Boron phosphide is a semiconductor whose gap of about 2 eV is indirect. Its highest filled state sits at the centre of the Brillouin zone, called Γ, and its lowest empty states sit in valleys close to the zone boundary points X. In the rows at 1 % strain this gap moves by roughly 0.04 to 0.2 eV, depending on the kind of strain. The questions below ask what decides the sign and the size.

Zincblende BP (a = 4.537 Å) under strain, computed with Ansatz 0.2.0 using HSE06, plane-wave PAW, a 420 eV cutoff, a 6×6×6 k mesh and no spin polarisation. The unstrained cell, and the atoms and free normal of the strained cells, were relaxed with r2SCAN. Strain is per length, or the engineering angle for shear; changes are relative to the unstrained cell.

```
  strain kind  strain (%)  band gap (eV)  band gap change (eV)  least direct gap change (eV)  energy rise per atom (meV)
epitaxial 111           5          1.807                -0.157                        -0.599                        84.2
 epitaxial xy          -4          1.407                -0.557                        -0.190                        44.6
 epitaxial xy          -3          1.551                -0.413                        -0.145                        23.4
 epitaxial xy          -2          1.692                -0.272                        -0.098                         9.1
 epitaxial xy          -1          1.830                -0.135                        -0.050                         1.5
 epitaxial xy           1          1.768                -0.197                        -0.172                         4.4
 epitaxial xy           2          1.576                -0.388                        -0.337                        14.4
 epitaxial xy           3          1.391                -0.573                        -0.493                        29.6
 epitaxial xy           4          1.211                -0.753                        -0.643                        49.6
  hydrostatic          -4          1.776                -0.189                         0.231                        88.2
  hydrostatic          -3          1.827                -0.137                         0.165                        45.9
  hydrostatic        -2.5          1.868                -0.102                         0.134                        30.1
  hydrostatic          -2          1.875                -0.089                         0.104                        17.8
  hydrostatic          -1          1.921                -0.043                         0.050                         2.8
  hydrostatic           1          2.005                 0.041                        -0.046                         8.4
  hydrostatic           2          2.044                 0.080                        -0.088                        27.0
  hydrostatic           3          2.081                 0.116                        -0.127                        55.1
  hydrostatic           4          2.115                 0.151                        -0.164                        91.8
     shear xy          -2          1.837                -0.127                        -0.264                         2.8
 uniaxial 111           5          1.844                -0.121                        -0.903                        40.7
   uniaxial z          -2          1.617                -0.347                        -0.180                         3.4
```

Positive strain is a stretch, except in the shear row, where strain is a change of angle. Each change is counted from the unstrained cell. "Epitaxial xy" describes a film whose two in-plane cube axes are forced to a new length while the third, z, is free to adjust. "Uniaxial" means that one direction is strained and the sides are held. The least direct gap is the smallest distance between filled and empty states at the same point of the zone.

1. Does the gap open or close when the crystal swells evenly?

It opens, by about 0.04 eV for each per cent of hydrostatic stretch, while the least direct gap closes by about 0.05 eV. The direct gap at Γ separates bonding from antibonding states, and a longer bond has less overlap to hold them apart. The valleys near X are usually described as less strongly antibonding, so this argument need not carry over to them. In this family of semiconductors their distance from the valence top usually grows on expansion, as it does here. In BP the two opposite responses are nearly equal in size.

2. Why does in-plane strain close the gap whether the film is stretched or squeezed?

In the cubic crystal there are three equivalent pairs of valleys, one pair along each cube axis. In-plane strain makes z differ from the other two axes, so some valleys rise and others sink. The gap is measured to the lowest valley, and some valley sinks for either sign of the strain. The computed valley positions show the exchange: the lowest valley lies in the plane under compression and along z under tension, each time along a shortened axis.

Such an exchange gives the gap a kink at zero strain, where a smooth response would give a rounded top. The table bears this out. Going from 1 % to 4 % multiplies the fall by 4.1 under compression and by 3.8 under tension, whereas a parabola would multiply it by 16.

3. How much worse is tension than compression?

At 1 % the falls are 0.197 and 0.135 eV, but these figures mix a change of size with a change of shape. Tension also swells the film, which opens the gap a little and hides part of the damage. With the volume effect removed, and for the same difference in length between z and the plane, tension closes the gap nearly twice as fast.

Symmetry explains a factor of two. A change of shape at constant volume leaves the average of three equivalent levels in place, to first order. If the level belonging to z moves by two units, the other two must each move by one unit the other way. Under tension the single z valley is the one that sinks, by two units; under compression the in-plane pair sinks, by one. For strains along the cube axes that keep x and y equal, this gives a simple rule:

gap change = 0.042 eV × v − 0.080 eV × w × |d|

Here v is the hydrostatic strain in per cent that would give the same volume, and d is the strain along z minus the in-plane strain, also in per cent. The weight w is 1 if z is the longer axis and 2 if it is the shorter. The first constant comes from the hydrostatic rows at ±2 %, the second from the single epitaxial xy row at −1 %.

The uniaxial z row, which played no part in setting the constants, makes a fair test. Squeezing z by 2 % with the sides held gives v = −2/3, d = −2 and w = 2:

gap change = 0.042 × (−0.67) − 0.080 × 2 × 2 = −0.028 − 0.32 ≈ −0.35 eV

The table has −0.347 eV. So close a match is the best case: the epitaxial xy rows at +1 and +2 %, with length differences of similar size, are missed by about 5 and 17 meV. The rule is weakest under strong tension: at +4 % it overstates the epitaxial fall by 0.06 eV, about 8 % of the computed change, because the response is no longer strictly proportional to strain. The output printed after this text compares the rule, with a slight curvature in its volume part, row by row.

4. Do the valleys do all the work?

They do a little more than half of it. The valence top is also threefold in the cubic crystal, and a change of shape splits it too, pushing one or two of its levels up towards the valleys. At 1 % in-plane compression, the valence top rises by 0.05 eV and the conduction edge sinks by 0.06 eV, both compared with an evenly strained crystal of the same volume.

Comparing single levels between two crystals needs a common zero of energy. In a cubic crystal, a change of shape at constant volume cannot shift that zero to first order, so the division is sound for small strains. Under tension the valence top rises nearly twice as fast as under compression, which is the same two-to-one pattern as in the valleys. Symmetry fixes that pattern for each edge separately. That both edges take the double step when z is the shorter axis is a computed property of BP; were they to take it on opposite sides, the gap would show a ratio well below two.

5. What would change if the film could not relax along its normal?

The gap would suffer less under tension. A free film thins by about 0.4 % for each per cent of in-plane stretch, which makes the shape more uneven and takes back some of the swelling. Both effects lower the gap. With the normal held at +1 %, the rule has v = 2/3, d = −1 and w = 2:

gap change = 0.042 × 0.67 − 0.080 × 2 × 1 = 0.028 − 0.16 ≈ −0.13 eV

The free film loses 0.197 eV. The held value is a forecast of the rule, not a computed row, but it uses the same two constants that served for uniaxial z.

6. Why does stretching along the cube diagonal also close the gap?

The 111 direction makes the same angle with all three cube axes, so the valleys stay equivalent and cannot split. The swelling alone would open the gap. Yet a uniaxial stretch of 5 % along 111 lowers it by 0.121 eV. The threefold valence top can still split under this strain, and the computed levels place its upper edge about 0.10 eV above that of an evenly stretched crystal of the same volume.

The conduction edge sinks by a similar amount, about 0.09 eV. A likely cause is that the shear mixes the two lowest conduction bands near X and pushes the lower one down, an effect that grows with the square of the strain while the strain is small. The shear xy row supports this. A shear in the xy plane can mix these two bands at X only on the z axis, and the lowest valley of that row is indeed found along z. Such mixing is also expected to draw the minimum towards X, and the valley positions do move that way: on a scale where X lies at 0.5, from 0.41 in the unstrained cell to 0.43 in the shear row, 0.44 in uniaxial 111 and 0.45 in epitaxial 111, in the same order as the fall of the edge. These strains are no longer small, though. From the shear row to uniaxial 111 the fall grows about 2.1 times, where a square law would give 2.8. The valence top rises by 0.10 and 0.15 eV in the two 111 rows, whose shears have opposite sign and similar size, and this is not the two-to-one of a first-order splitting. At 5 % the common zero of energy is also less secure, so the division into two halves is approximate.

7. Which digits can be trusted?

The hydrostatic row at −2.5 % shows that even the second decimal of a gap can be compared between rows only if all were read in the same way. Its gap lies about 17 meV above the midpoint of its two neighbours, although nothing happens to the crystal there. In that row the valley was read at a fixed point of the zone, while for the neighbours the minimum was searched for with the PBE functional and the HSE06 level read at the point found. The curvature of the valley predicts an excess of about this size, so the fall of the gap from −2 to −2.5 % comes out too small. The gap change listed for that row is counted from an unstrained gap read at the same fixed point, which cancels part of the error but not all of it.

The energy rise carries another trace of the settings. A hydrostatic squeeze of 1 % costs 2.8 meV per atom and an equal stretch costs 8.4. The cell was relaxed with r2SCAN, and HSE06 would prefer it slightly smaller, so squeezing recovers some energy. The leftover stress accounts for a shift of about 2.9 meV per atom in each direction, close to half the difference between the two costs. The program warns that its stresses are loosely converged, but this agreement with the energies suggests that the looseness does little harm here.

Very close to zero strain, the two-to-one pattern of the valence top should be read with care. Spin–orbit coupling, which these calculations leave out, already splits that top in the unstrained crystal, though only slightly for atoms as light as these. The levels left at the top still split in proportion to the strain, so the kink stays. Where the splitting due to shape is small against the spin–orbit splitting, however, which here means a very small fraction of a per cent, the valence top is expected to rise equally fast for both signs of the shape change, and its ratio should approach two only gradually as the strain grows. At the larger strains in the table, the splitting due to shape is expected to dominate.

Printed output of the fit:

```
Parts of the gap change in eV (model for 111 and shear rows is the volume part alone):
            row  volume part   remainder  valence top shift at equal volume  conduction edge shift at equal volume  model gap change  model less table
  epitaxial 111       0.1179     -0.2749                             0.1497                                -0.1253            0.1179            0.2749
   epitaxial xy     -0.09647     -0.4605                             0.2264                                -0.2342           -0.5447           0.01227
   epitaxial xy     -0.07101      -0.342                             0.1635                                -0.1785           -0.4075          0.005499
   epitaxial xy      -0.0465     -0.2255                             0.1047                                -0.1208           -0.2708          0.001204
   epitaxial xy     -0.02282     -0.1122                            0.05031                               -0.06187            -0.135                 0
   epitaxial xy      0.02203      -0.219                            0.09535                                -0.1237            -0.202         -0.005032
   epitaxial xy      0.04324     -0.4312                             0.1864                                -0.2448           -0.4051          -0.01714
   epitaxial xy      0.06364     -0.6366                             0.2735                                -0.3631           -0.6092          -0.03622
   epitaxial xy      0.08326     -0.8363                             0.3566                                -0.4797           -0.8143           -0.0613
    hydrostatic       -0.187      -0.002                             0.0018                                -0.0002            -0.187             0.002
    hydrostatic      -0.1369   -0.000125                          0.0003375                              0.0002125           -0.1369          0.000125
    hydrostatic      -0.1127     0.01066                          5.313e-05                                0.01071           -0.1127          -0.01066
    hydrostatic       -0.089   6.939e-17                         -8.223e-16                             -7.529e-16            -0.089        -6.939e-17
    hydrostatic     -0.04338    0.000375                         -0.0005125                             -0.0001375          -0.04338         -0.000375
    hydrostatic      0.04113   -0.000125                          0.0004375                              0.0003125           0.04113          0.000125
    hydrostatic         0.08  -5.551e-17                          7.321e-16                              6.765e-16              0.08         5.551e-17
    hydrostatic       0.1166   -0.000625                         -0.0007125                              -0.001337            0.1166          0.000625
    hydrostatic        0.151   -1.11e-16                            -0.0025                                -0.0025             0.151          1.11e-16
       shear xy            0      -0.127                             0.0851                                -0.0419                 0             0.127
   uniaxial 111      0.06625     -0.1873                             0.0988                               -0.08845           0.06625            0.1873
     uniaxial z     -0.02886     -0.3181                             0.1388                                -0.1793           -0.3474        -0.0004072
Gap change per % hydrostatic stretch, from -2 and +2 % (eV): 0.04225
Direct gap change per % hydrostatic stretch, from -2 and +2 % (eV): -0.048
Normal strain per in-plane strain, mean of epitaxial xy rows under tension: -0.4082
Gap fall per % length difference, epitaxial xy -1 %, volume part removed (eV): 0.07964
Gap fall per % length difference, epitaxial xy +1 %, volume part removed (eV): 0.1557
Ratio of these falls, tension to compression: 1.955
Epitaxial xy gap change at -4 % over that at -1 % (line 4, parabola 16): 4.126
Epitaxial xy gap change at +4 % over that at +1 % (line 4, parabola 16): 3.822
Valence share of the remainder, epitaxial xy -1 % (percent): 44.85
Valence share of the remainder, epitaxial xy +1 % (percent): 43.53
Valence share of the remainder, uniaxial z -2 % (percent): 43.64
Forecast gap change for in-plane +1 % with the normal held (eV): -0.1311
Energy term from the leftover stress at 1 % hydrostatic strain (meV per atom): 2.913
Half the difference of energy rises at +1 and -1 % hydrostatic (meV per atom): 2.8
Gap at hydrostatic -2.5 % above the midpoint of its neighbours (meV): 17
Excess expected from reading that valley at a fixed k of 0.4 (meV): 16.97
```
